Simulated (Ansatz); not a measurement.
Runs of Ansatz 0.2.0 on Bi2TeSe2 (Skippenite). The structure is trigonal, space group R-3m (No. 166). Conventional cell: a = 4.183 Å, b = 4.183 Å, c = 29.137 Å, α = 90.00°, β = 90.00°, γ = 120.00°. Bi (site symmetry 3m) has 3 Se at 2.93 Å and 3 Te at 3.06 Å as nearest neighbours. Te (site symmetry -3m) is surrounded by 6 Bi at 3.06 Å. Around Se (site symmetry 3m) lie 3 Bi at 2.93 Å. 

```tsv
task	level	spin	cell	cutoff (eV)	points for each segment of the path	gap on the mesh (eV)	pressure (GPa)	relaxed volume (Å³/atom)	largest force (eV/Å)
band structure	PBEsol	off	as given	420	14	0.43	1.9	-	1.79
projected density of states	r2SCAN	off	as given	500	-	0.75	3.8	-	(b)
relaxation of cell and atoms	PBEsol	off	relaxed	420	-	0.50	0.0	29.83	-
projected density of states	PBEsol	off	as given	420	-	0.43	1.9	-	1.79
relaxation of cell and atoms	PBEsol+D4	off	relaxed	420	-	0.45	0.0	28.79	-
projected density of states	LDA	off	as given	420	-	0.39	(c)	-	(a)
relaxation of cell and atoms	PBEsol+D3(BJ)	off	relaxed	420	-	0.43	0.0	28.24	-
relaxation of cell and atoms	PBEsol+D3(BJ)-ATM	off	relaxed	420	-	0.44	0.0	(d)	-
band structure	PBEsol	SOC, no magnetisation	as given	420	14	0.18	2.2	-	1.67
```

Alike in all rows: potentials or basis Ansatz PAW; k mesh 7 × 7 × 7; smearing fermi-dirac 0.05 eV.

Task: Estimate the missing entries.

Result: (a) 1.78; (b) 2.04; (c) 0.4; (d) 28.40.

Caveats: the PAW data sets come from PBE, with cores solved anew for the run's functional, which leaves a small shift of forces and pressure; spin-orbit coupling is left out, which as a rule narrows the gap of such compounds by several tenths of an eV (some runs); odd divisions of the mesh miss points on the zone boundary, where band edges often lie, so the gap on the mesh can be too wide (some runs); forces of over 1 eV/Å show positions far from the minimum, so gaps and moduli don't describe the material at rest (some runs); the plane-wave basis is chosen anew once the cell has moved, so the energies of steps on either side of that aren't comparable (some runs).

A k mesh can miss the band edges, and rows without SOC leave out spin-orbit coupling on Bi, Se, Te.
